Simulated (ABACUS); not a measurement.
**Hf under changes of volume**

One of the cells (22.380 Å³/atom); the others are scaled copies at fixed shape and fractional positions:

```
Hf
1.0
     3.19670    0.00000    0.00000
    -1.59835    2.76842    0.00000
     0.00000    0.00000    5.05780
Hf
2
Cartesian
  1.5984 0.9228 3.7934
  0.0000 1.8456 1.2645
```

* Program: ABACUS 3.10.1
* Functional: PBE
* Potentials or basis: PseudoDojo NC SR 0.4.1 PBE standard
* Cutoff: 1361 eV
* Density cutoff: 5442 eV
* Basis: DZP LCAO (the cutoffs set its grid)
* k mesh: 10 × 10 × 5
* Occupations: fermi-dirac, width 0.05 eV
* Spin: no spin polarisation

| volume (Å³/atom) | energy over the lowest point (meV/atom) | pressure (GPa) |
| --- | --- | --- |
| 21.037 | 37.37 | 8.6 |
| 21.485 | 17.62 | 5.8 |
| 21.933 | 5.37 | 3.2 |
| 22.380 | 0.00 | 0.8 |
| 22.828 | 0.96 | -1.3 |
| 23.276 | ? | ? |
| 23.723 | 19.53 | -5.0 |

Question: What does the run at 23.276 Å³/atom give?

Answer: Energy over the lowest point 7.64 meV/atom; pressure -3.3 GPa.

Worked out: A Birch-Murnaghan fit of order 3 (a polynomial in V^(-2/3)) to the other rows has its minimum at 22.53 Å³/atom with B0 = V·E''(V) = 110 GPa and B' = 3.5 at fixed shape and positions, which overstates the stiffness. It gives 7.62 meV/atom at 23.276 Å³/atom, against the run's 7.64, and -dE/dV = -3.4 GPa, against -3.3.

Energies are extrapolated to zero smearing.

Caveats: the atomic orbitals were generated for these runs and aren't a published set; the basis of atomic orbitals isn't converged, which shifts pressures, moduli and gaps.
